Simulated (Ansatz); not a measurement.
The elements of this relaxed trial crystal are hidden behind letters.

```
lattice vectors (Å)
   3.3213    0.0000    0.0000
  -1.6606    2.8763    0.0000
   0.0000    0.0000   12.6187
fractional positions
X 0.0000 0.0000 0.0000
X 0.6667 0.3333 0.1650
X 0.3333 0.6667 0.8350
Z 0.3333 0.6667 0.3863
Z 0.6667 0.3333 0.6137
Q 0.3333 0.6667 0.1066
Q 0.6667 0.3333 0.8934
```

All numbers below come from DFT PBE, scalar-relativistic, plane waves, PAW in Ansatz 0.2.0. Cutoff 420 eV, Γ-centred 12×12×4 mesh (7-atom cell), Gaussian smearing of 0.10 eV, no spin polarisation.

| Quantity | Value |
| --- | --- |
| Space group | P-3m1 (No. 164) |
| Conventional cell | a = 3.321 Å, c = 12.619 Å |
| Volume per atom | 17.22 Å³ |
| Density | 4.66 g/cm³ |
| Energy over the elements | −0.35 eV/atom |
| Gap on the 12×12×4 mesh of the 7-atom cell | 0 eV (a metal) |

Energies are uncorrected and count from the elements' standard states at the same level.

Task: X is an s-block element of period 3, Z is a p-block element of period 5 and Q is a p-block element of period 2. Which elements are they?

Result: X = Mg, Z = Sn, Q = N, so the formula is Mg3Sn2N2. Density times volume gives a mean mass of 4.66 × 17.22/1.6605 = 48.3 u per atom, and this set has 48.3 u. Mg on a site of symmetry -3m has 6 N at 2.34 Å and 6 Mg at 2.83 Å; Sn has 9 Sn at 3.32–3.45 Å, 3 Mg at 3.39 Å and 1 N at 3.53 Å; N is surrounded by 3 Mg at 2.05 Å, 3 Mg at 2.34 Å, 9 N at 3.30–3.32 Å, 1 Mg at 3.43 Å and 1 Sn at 3.53 Å; 1 more site not described. Other sets within the hints have nearly the same mass, so mass alone doesn't settle it; this one was computed.

A later test with randomly moved atoms ended 2 meV/atom lower, in R-3m at a loose tolerance, which is no clear verdict on its stability.
